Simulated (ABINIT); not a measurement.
# Ru (P6_3/mmc) in ABINIT: relaxation of cell and atoms with PBEsol

Aim: the relaxation of cell and atoms of Ru with PBEsol.

Program: ABINIT 10.8.3 (patched build). These are calculated values, not measurements. Logs are shortened: lines on timing, memory, paths and dates and some standing lists are left out, and cuts for length are marked. The log counts tension as positive stress, the text compression.

**1. The crystal as given**

It takes space group P6_3/mmc (No. 194, hexagonal). Conventional cell: a = 2.706 Å, b = 2.706 Å, c = 4.282 Å, α = 90.00°, β = 90.00°, γ = 120.00°. Ru (site symmetry -6m2) has 12 Ru at 2.65 to 2.71 Å as nearest neighbours.

**2. Relaxation of cell and atoms, PBEsol**

The input, run.abi:

```
pp_dirpath "./"
pseudos "Ru.GGA_PBE-JTH.xml"

acell 3*1.0 Angstrom
rprim
     2.7058000000     0.0000000000     0.0000000000
    -1.3529000000     2.3432915376     0.0000000000
     0.0000000000     0.0000000000     4.2819000000
ntypat 1
znucl 44
natom 2
typat 1 1
xred
     0.6666666667     0.3333333333     0.7500000000
     0.3333333333     0.6666666667     0.2500000000
chkprim 0
chksymtnons 0
tolsym 1.0e-6

ecut 15.0
pawecutdg 30.0
pawxcdev 0

kptopt 1
ngkpt 11 11 6
nshiftk 1
shiftk 0.0 0.0 0.0

ixc -116133

nband 20
occopt 3
tsmear 0.00183747

nstep 100
tolvrs 1.0e-9

iomode 3
prtwf 0
prtden 0
prteig 0
prtebands 0
enunit 2

ionmov 22
ntime 60
tolmxf 0.0005
optcell 2
dilatmx 1.08
ecutsm 0.5
```

Potentials or basis: JTH PAW PBE v2.0.

Launch:

```bash
$ abinit run.abi > log 2>&1
```

run.abo:

```text
.Version 10.8.3 of ABINIT
 Symmetries : space group P6_3/m m c (#194); Bravais hP (primitive hexag.)
================================================================================
 Values of the parameters that define the memory need of the present run
     intxc =       0    ionmov =      22      iscf =      17    lmnmax =      18
     lnmax =       6     mgfft =      32  mpssoang =       3    mqgrid =    3001
     natom =       2  nloc_mem =       2    nspden =       1   nspinor =       1
    nsppol =       1      nsym =      24    n1xccc =       1    ntypat =       1
    occopt =       3   xclevel =       2
       mpw =         663          nfft =       12800          nkpt =          64
 PAW method is used; the additional fine FFT grid is defined by:
   mgfftf=        45    nfftf =     40500
================================================================================
================================================================================

--------------------------------------------------------------------------------
------------- Echo of variables that govern the present computation ------------
--------------------------------------------------------------------------------
 -outvars: echo values of preprocessed input variables --------
            acell      1.8897261259E+00  1.8897261259E+00  1.8897261259E+00 Bohr
              amu      1.01070000E+02
          chkprim           0
      chksymtnons           0
          dilatmx      1.08000000E+00
             ecut      1.50000000E+01 Hartree
           ecutsm      5.00000000E-01 Hartree
           enunit           2
           ionmov          22
                       outvar_i_n : Printing only first  50 k-points.
              ixc     -116133
                       outvar_i_n : Printing only first  50 k-points.
         kptrlatt       11    0    0      0   11    0      0    0    6
          kptrlen      4.85497098E+01
            natom           2
            nband          20
            ngfft          20      20      32
          ngfftdg          30      30      45
             nkpt          64
            nstep         100
             nsym          24
            ntime          60
           ntypat           1
                       prtocc : prtvol=0, do not print more k-points.
           occopt           3
          optcell           2
        pawecutdg      3.00000000E+01 Hartree
         pawxcdev           0
           prtden           0
        prtebands           0
           prteig           0
            prtwf           0
            rprim      2.7058000000E+00  0.0000000000E+00  0.0000000000E+00
                      -1.3529000000E+00  2.3432915376E+00  0.0000000000E+00
                       0.0000000000E+00  0.0000000000E+00  4.2819000000E+00
          spgroup         194
           tolmxf      5.00000000E-04
           tolsym      1.00000000E-06
           tolvrs      1.00000000E-09
           tsmear      1.83747000E-03 Hartree
[... 373 lines left out ...]
 cartesian forces (eV/Angstrom) at end:
    1     -0.00000000000000    -0.00000000000000    -0.00000000000000
    2      0.00000000000000     0.00000000000000    -0.00000000000000
 frms,max,avg= 5.4462656E-27 8.1693984E-27   0.000E+00  0.000E+00  0.000E+00 e/A
 length scales=  5.084635800426  5.084635800491  8.043691577063 bohr
              =  2.690673389502  2.690673389536  4.256538271227 angstroms
 Fermi (or HOMO) energy (hartree) =   0.53440   Average Vxc (hartree)=  -0.49429
 Eigenvalues (hartree) for nkpt=  64  k points:
 kpt#   1, nband= 20, wtk=  0.00138, kpt=  0.0000  0.0000  0.0000 (reduced coord)
  -2.14959   -2.14145   -1.06734   -1.03076   -1.03076   -1.02410   -1.02410   -1.02247
   0.23639    0.30194    0.43841    0.43841    0.44522    0.46445    0.46445    0.48434
   0.48434    0.58172    0.58172    0.58568
      occupation numbers for kpt#   1
   2.00000    2.00000    2.00000    2.00000    2.00000    2.00000    2.00000    2.00000
   2.00000    2.00000    2.00000    2.00000    2.00000    2.00000    2.00000    2.00000
   2.00000    0.00000    0.00000    0.00000
 prteigrs : prtvol=0 or 1, do not print more k-points.

 Fermi (or HOMO) energy (eV) =  14.54180   Average Vxc (eV)= -13.45022
 Eigenvalues (   eV  ) for nkpt=  64  k points:
 kpt#   1, nband= 20, wtk=  0.00138, kpt=  0.0000  0.0000  0.0000 (reduced coord)
 -58.49329  -58.27186  -29.04373  -28.04839  -28.04839  -27.86715  -27.86715  -27.82289
   6.43247    8.21608   11.92981   11.92981   12.11517   12.63831   12.63831   13.17951
  13.17951   15.82936   15.82936   15.93720
 prteigrs : prtvol=0 or 1, do not print more k-points.

--- !EnergyTerms
iteration_state     : {dtset: 1, itime: 3, icycle: 1, }
comment             : Components of total free energy in Hartree
kinetic             :  2.30265732842816E+01
hartree             :  2.70412637917421E+01
xc                  : -7.79037340402508E+00
Ewald energy        : -1.64932050779969E+02
psp_core            :  1.14281906085900E+01
local_psp           : -9.31912525999765E+01
PAW spherical_terms :  1.30486293750104E+01
internal            : -1.91369019724347E+02
'-kT*entropy'       : -6.04135672263225E-04
total_energy        : -1.91369623860019E+02
total_energy_eV     : -5.20743275060308E+03
...

--- !EnergyTermsDC
iteration_state     : {dtset: 1, itime: 3, icycle: 1, }
comment             : '"Double-counting" decomposition of free energy'
band_energy         : -1.44208847236180E+01
Ewald energy        : -1.64932050779969E+02
psp_core            :  1.14281906085900E+01
xc_dc               : -2.46412887261697E+01
PAW spherical_terms :  1.19702063560301E+00
internal            : -1.91369012985564E+02
'-kT*entropy'       : -6.04135672263225E-04
total_energy_dc     : -1.91369617121236E+02
total_energy_dc_eV  : -5.20743256723146E+03
...

--- !EnergyTermsWithPAWCore
iteration_state     : {dtset: 1, itime: 3, icycle: 1, }
comment             : 'Components of total free energy, including PAW core contributions'
Total energy        : -9.05762276250973E+03
Total energy DC     : -9.05762275577094E+03
Total energy (eV)   : -2.46470471461042E+05
Total energy DC (eV): -2.46470471277670E+05
...

 Cartesian components of stress tensor (hartree/bohr^3)
  sigma(1 1)=  9.37174008E-07  sigma(3 2)=  0.00000000E+00
  sigma(2 2)=  9.37171838E-07  sigma(3 1)=  0.00000000E+00
  sigma(3 3)= -1.48483746E-06  sigma(2 1)=  0.00000000E+00

-Cartesian components of stress tensor (GPa)         [Pressure= -3.8199E-03 GPa]
- sigma(1 1)=  2.75726113E-02  sigma(3 2)=  0.00000000E+00
- sigma(2 2)=  2.75725474E-02  sigma(3 1)=  0.00000000E+00
- sigma(3 3)= -4.36854262E-02  sigma(2 1)=  0.00000000E+00

== END DATASET(S) ==============================================================
================================================================================

 -outvars: echo values of variables after computation  --------
            acell      5.0846358004E+00  5.0846358005E+00  8.0436915771E+00 Bohr
           etotal     -1.9136961712E+02
            fcart     -1.5886950386E-28 -9.1723350821E-29 -0.0000000000E+00
                       1.5886950386E-28  9.1723350821E-29 -0.0000000000E+00
            rprim      1.0000000000E+00  0.0000000000E+00  0.0000000000E+00
                      -4.9999999999E-01  8.6602540379E-01  0.0000000000E+00
                       0.0000000000E+00  0.0000000000E+00  1.0000000000E+00
           strten      9.3717400822E-07  9.3717183823E-07 -1.4848374576E-06
                       0.0000000000E+00  0.0000000000E+00  0.0000000000E+00
           xangst      1.3453366948E+00  7.7673050288E-01  3.1924037034E+00
                      -3.3390111650E-16  1.5534610058E+00  1.0641345678E+00
             xred      6.6666666667E-01  3.3333333333E-01  7.5000000000E-01
                       3.3333333333E-01  6.6666666667E-01  2.5000000000E-01
 Calculation completed.
```

Run time: 58 s. Hardware: 1 thread of Arm Neoverse V2, shared host; peak memory 0.12 GiB.

What came out:

```
Free energy                                           : -5207.4326 eV
Relaxed volume                                        : 13.34 Å³/atom
Relaxed cell                                          : a = 2.691 Å, b = 2.691 Å, c = 4.257 Å, α = 90.00°, β = 90.00°, γ = 120.00°
Space group after relaxing (to 0.05 Å)                : P6_3/mmc (No. 194)
Energy gained by relaxing                             : 4.2 meV/atom
Ionic steps                                           : 3
Pressure after relaxing                               : 0.0 GPa
Band gap on the k mesh                                : none (metal or under the smearing width)
Valence electrons inside the program's atomic spheres : Ru 13.74 (radii [1.1697] Å)
```

The path:
| step | energy change (eV) | largest force (eV/Å) | pressure (GPa) | volume (Å³) |
| --- | --- | --- | --- | --- |
| 1 | 0.0000 | 0.0000 | -5.67 | 27.15 |
| 2 | -0.0083 | 0.0000 | 0.09 | 26.68 |
| 3 | -0.0083 | 0.0000 | 0.00 | 26.69 |

Final structure:
```
Ru
1.0
     2.69067    0.00000    0.00000
    -1.34534    2.33019    0.00000
     0.00000    0.00000    4.25654
Ru
2
Direct
  0.66667 0.33333 0.75000
  0.33333 0.66667 0.25000
```

Caveat: the PAW data sets were made with another functional, which shifts forces and pressure a little.

**3. The reference run**

An earlier run on the cell as given: functional PBEsol; potentials or basis PseudoDojo NC SR PBEsol v0.4.1 standard; cutoff 1143 eV; k mesh 11 × 11 × 6; occupations fermi-dirac, width 0.05 eV; no spin polarisation.

- Pressure: -5.7 GPa
- Band gap on the k mesh: none (metal or under the smearing width)
- Valence electrons inside the program's atomic spheres: Ru 12.86 (radii [1.0584] Å)
